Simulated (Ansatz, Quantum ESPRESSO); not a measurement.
## RbBr (Pm-3m): the LO frequency by hand

How high does the longitudinal optical mode of RbBr (Pm-3m) lie, given the transverse one, the Born charge and ε∞?

Main program and level: Quantum ESPRESSO 8.0 development, patched; DFT LDA, scalar-relativistic, plane waves, PseudoDojo norm-conserving pseudopotentials.

**1. Set-up**

Symmetry: Pm-3m, No. 221, cubic system. The conventional cell has a = 3.967 Å, b = 3.967 Å, c = 3.967 Å, α = 90.00°, β = 90.00°, γ = 90.00°. Nearest to Rb lie 8 Br at 3.44 Å. Nearest to Br lie 8 Rb at 3.44 Å. Farther neighbours and most contacts between anions are not listed.

Structure file:

```
CELL_PARAMETERS angstrom
3.96695 0.00000 0.00000
0.00000 3.96695 0.00000
0.00000 0.00000 3.96695
ATOMIC_POSITIONS crystal
Rb 0.00000 0.00000 0.00000
Br 0.50000 0.50000 0.50000
```

This is the cell after its relaxation at this level of theory, not the database cell from which that began.

**2. What the response run gave**

A linear-response run on the relaxed cell, with the response to an electric field; only its zone-centre results are used. Cutoff 44 Ry, k mesh 6×6×6.

Log:

```text
[banners, grids, parts of the stress and lines that vanish by symmetry left out]
Program PHONON v.8.0dev
     Dynamical matrices for q-points given in input
     (   1q-points):
[...]
Exchange-correlation= PW
                           (   1   4   0   0   0   0   0)
[...]
kinetic-energy cut-off    =      44.0000  Ry
     charge density cut-off    =     176.0000  Ry
     convergence threshold     =      1.0E-18
[...]
Exchange-correlation= PW
                           (   1   4   0   0   0   0   0)
[...]
q = (   0.0000000   0.0000000   0.0000000 )
     49 Sym.Ops. (with q -> -q+G )
     G cutoff =  250.5325  (  16663 G-vectors)     FFT grid: ( 32, 32, 32)
     number of k points=    20
[...]
Mode symmetry, O_h (m-3m)  point group:
[...]
Dielectric constant
[...]
End of electric fields calculation
          Dielectric constant in cartesian axis
          (       3.175877785       0.000000000       0.000000000 )
          (       0.000000000       3.175877785       0.000000000 )
          (       0.000000000       0.000000000       3.175877785 )
          Effective charges (d Force / dE) in cartesian axis without acoustic sum rule applied (asr)
           atom    1  Rb    Mean Z*:        1.22949
      Ex  (        1.22949        0.00000        0.00000 )
      Ey  (        0.00000        1.22949        0.00000 )
      Ez  (        0.00000        0.00000        1.22949 )
           atom    2  Br    Mean Z*:       -1.23353
      Ex  (       -1.23353        0.00000        0.00000 )
      Ey  (        0.00000       -1.23353        0.00000 )
      Ez  (        0.00000        0.00000       -1.23353 )
          Effective charges Sum: Mean:       -0.00404
[...]
Effective charges (d Force / dE) in cartesian axis with asr applied:
           atom    1  Rb    Mean Z*:        1.23151
[...]
atom    2  Br    Mean Z*:       -1.23151
[...]
Dielectric constant from finite-differences
          (       3.175828719       0.000000000       0.000000000 )
          (       0.000000000       3.175828719       0.000000000 )
          (       0.000000000       0.000000000       3.175828719 )
[...]
(       0.000000000       0.000000000       0.000000000 )
          (       0.000000000       0.000000000       0.000000000 )
          (       0.000000000       0.000000000       0.000000000 )
          (       0.000000000       0.000000000      -0.000000000 )
          (       0.000000000       0.000000000       0.000000000 )
          (       0.000000000       0.000000000       0.000000000 )
          (       0.000000000       0.000000000       0.000000000 )
          (      -0.000000000       0.000000000       0.000000000 )
[...]
(       0.000000000       0.000000000       0.000000000 )
          (      -0.000000000       0.000000000       0.000000000 )
          (       0.000000000       0.000000000       0.000000000 )
          (       0.000000000       0.000000000       0.000000000 )
          (       0.000000000       0.000000000       0.000000000 )
[...]
Representation #   1 modes #   1   2   3
[...]
End of self-consistent calculation
     Convergence has been achieved
     Representation #   2 modes #   4   5   6
[...]
End of self-consistent calculation
     Convergence has been achieved
[...]
Dielectric constant in cartesian axis
          (       3.175877785       0.000000000       0.000000000 )
          (       0.000000000       3.175877785       0.000000000 )
          (       0.000000000       0.000000000       3.175877785 )
          Effective charges (d Force / dE) in cartesian axis without acoustic sum rule applied (asr)
           atom    1  Rb    Mean Z*:        1.22949
      Ex  (        1.22949        0.00000        0.00000 )
      Ey  (        0.00000        1.22949        0.00000 )
      Ez  (        0.00000        0.00000        1.22949 )
           atom    2  Br    Mean Z*:       -1.23353
      Ex  (       -1.23353        0.00000        0.00000 )
      Ey  (        0.00000       -1.23353        0.00000 )
      Ez  (        0.00000        0.00000       -1.23353 )
          Effective charges Sum: Mean:       -0.00404
[...]
Effective charges (d Force / dE) in cartesian axis with asr applied:
           atom    1  Rb    Mean Z*:        1.23151
[...]
atom    2  Br    Mean Z*:       -1.23151
[...]
q = (    0.000000000   0.000000000   0.000000000 )
[...]
freq (    1) =       0.004173 [THz] =       0.139209 [cm-1]
     freq (    2) =       0.004173 [THz] =       0.139209 [cm-1]
     freq (    3) =       0.004173 [THz] =       0.139209 [cm-1]
     freq (    4) =       2.661308 [THz] =      88.771685 [cm-1]
     freq (    5) =       2.661308 [THz] =      88.771685 [cm-1]
     freq (    6) =       2.661308 [THz] =      88.771685 [cm-1]
[...]
Mode symmetry, O_h (m-3m)  point group:
     freq (   1-   3) =          0.1  [cm-1]   --> T_1u G_15  G_4- I
     freq (   4-   6) =         88.8  [cm-1]   --> T_1u G_15  G_4- I

   JOB DONE.
```

```
                       quantity   value
             cell volume Ω (Å³)  62.427
                 mass of Rb (u)  85.468
                 mass of Br (u)  79.904
     Born charge of Rb, raw (e)   1.230
     Born charge of Br, raw (e)  -1.234
                             ε∞   3.176
ω(TO) after the sum rule (cm⁻¹)    88.8
```

**3. The calculation**

The charges must sum to zero over the cell; taking off their mean, -0.002 e, leaves Z* = 1.232 e on Rb. In the polar mode Rb moves against Br, so the reduced mass is μ = 85.47 × 79.90 / 165.37 = 41.296 u.

A longitudinal wave builds up a field that adds to the restoring force: ω(LO)² = ω(TO)² + 4π Z*² / (μ Ω ε∞), in Hartree atomic units. With μ = 75278 electron masses and Ω = 421.28 bohr³ the second term is 1.8922e-07 Ha², or 9115 cm⁻² (1 Ha = 219474.6 cm⁻¹).

So ω(LO) = √(7880 + 9115) = 130.4 cm⁻¹, and by the Lyddane-Sachs-Teller relation ε₀ = ε∞ (ω(LO)/ω(TO))² = 6.85.

**4. Check against the program**

The analysis program adds the same non-analytic term to the full matrix, here for q along (1 0 0).

Log:

```text
[banner, memory and clock lines left out]
Program DYNMAT v.8.0dev

     Reading Dynamical Matrix from file g.dyn
     ...Force constants read
     ...epsilon and Z* read
     ...Raman cross sections read

     Polarizability (A^3 units)
     multiply by 0.579612 for Clausius-Mossotti correction (not under assume_isolated = 'mt')
        10.809232    0.000000    0.000000
         0.000000   10.809232    0.000000
         0.000000    0.000000   10.809232

     IR activities are in (D/A)^2/amu units

# mode   [cm-1]    [THz]      IR
    1      0.00    0.0000    0.0000
    2      0.00    0.0000    0.0000
    3      0.00    0.0000    0.0000
    4     88.77    2.6613    0.8473
    5     88.77    2.6613    0.8473
    6    130.37    3.9083    0.8473
```

ε₀ comes from the program's run without a direction of q.

```
    quantity  by hand  program
ω(LO) (cm⁻¹)    130.4    130.4
          ε₀     6.85     6.85
```

**5. What came out**

```json
{
  "TO mode": "88.77 cm⁻¹",
  "LO mode": "130.4 cm⁻¹",
  "static dielectric constant": "6.849"
}
```

In words: The LO mode of RbBr (Pm-3m) lies at 130 cm⁻¹, 42 cm⁻¹ above the TO mode; the formula meets the program within 0.1 cm⁻¹, as it must for a cubic crystal with one polar mode. ω(LO)² − ω(TO)² goes with Z*²/ε∞: an error of 5 % in ε∞ would move the LO mode by 1.7 cm⁻¹, and semilocal functionals tend to overestimate ε∞. These are harmonic values at zero temperature, at the volume of this functional, for the structure held cubic; stability elsewhere in the zone is no part of this calculation.

[Host names and launcher messages were left out of these logs when they were recorded.]

[Logs are printed without paths, hosts, clocks, repeated set-up lines and the standing remarks that a program may print on its own settings, such as how far it seeks lower states.]

[Hosts, paths, dates, database ids (printed as entryN), source tags and the programs' standing remarks are cut or masked in the printed files.]
